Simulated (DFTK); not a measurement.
Rh:

```xyz
1
Lattice="0.0000 1.8979 1.8979 1.8979 0.0000 1.8979 1.8979 1.8979 0.0000" Properties=species:S:1:pos:R:3 pbc="T T T"
Rh    0.0000    0.0000    0.0000
```

Base run:

* Program: DFTK 0.8.2
* Functional: PBEsol
* Potentials or basis: SG15 1.2 (PBE)
* Cutoff: 1225 eV
* k mesh: 12 × 12 × 12
* Occupations: fermi-dirac, width 0.05 eV
* Spin: no spin polarisation

Its results: band gap on the k mesh none (metal or under the smearing width); pressure -4.0 GPa.

Problem. The run is repeated on the same cell with these changes: functional from PBEsol to r2SCAN. What comes out?

Solution. Band gap on the k mesh none (metal or under the smearing width); pressure -1.1 GPa.

Caveats: the potentials were made for another functional, which shifts forces and pressure.
